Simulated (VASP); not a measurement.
From VASP inputs to Ansatz: WS2 (distorted fluorite)

INCAR

```
NELM = 120
LASPH = .TRUE.
ISMEAR = -1
SIGMA = 0.02
ENCUT = 520
LELF = .TRUE.
LREAL = .FALSE.
GGA = PE
EDIFF = 1E-7
NSW = 0
PREC = Accurate
LCHARG = .TRUE.
LWAVE = .FALSE.
ISIF = 2
IBRION = -1
NBANDS = 20
```

KPOINTS

```
KPOINTS created by Atomic Simulation Environment
0
Gamma
6 6 6
0 0 0
```

POSCAR

```
W  S
 1.0000000000000000
    -0.0935000000000000    3.0104000000000002    2.9839000000000002
     2.8616000000000001   -0.0292000000000000    2.9196000000000000
     2.8877000000000002    2.9721000000000002   -0.0552000000000000
 W   S
   1   2
Cartesian
  0.0722111000000000  2.9090711400000000  2.7996110800000000
  1.2701356600000000  1.6961490800000001  1.4560490200000000
  4.0619159300000005  4.5468466200000002  4.5043674900000008
```

VASP ran with the recommended PBE PAW datasets (26 valence electrons in the cell).

Task: Translate these files to an Ansatz input.

Result: 

```yaml
crystal:
  lattice:
    - [-0.0935, 3.0104, 2.9839]
    - [2.8616, -0.0292, 2.9196]
    - [2.8877, 2.9721, -0.0552]
  atoms:
    - { symbol: W, position: [0.9256, 0.0137, 0.0414] }
    - { symbol: S, position: [0.307, 0.1899, 0.2616] }
    - { symbol: S, position: [0.8127, 0.7257, 0.7138] }
kpoints:
  mp_grid: { grid: [6, 6, 6] }
hamiltonian:
  xc: pbe
scf:
  occupations: { method: fermi_dirac, width: 0.02 }
  n_extra_bands: 4
output:
  forces: true
  stress: true
  eigenvalues: true
```

Other inputs would serve too.

|  | VASP | Ansatz |
| --- | --- | --- |
| gap between bands v and c on the k mesh | -0.99 eV (bands overlap: a metal) | -0.99 eV (bands overlap: a metal) |
| least direct gap on the k mesh | 0.03 eV | 0.03 eV |
| pressure | 5.6 GPa | 5.6 GPa |
| largest force | 3.70 eV/Å | 3.71 eV/Å |

Each program uses its own PAW datasets. VASP's cell holds 26 valence electrons and Ansatz's 26. Ansatz's stress includes a Pulay correction; VASP's doesn't.
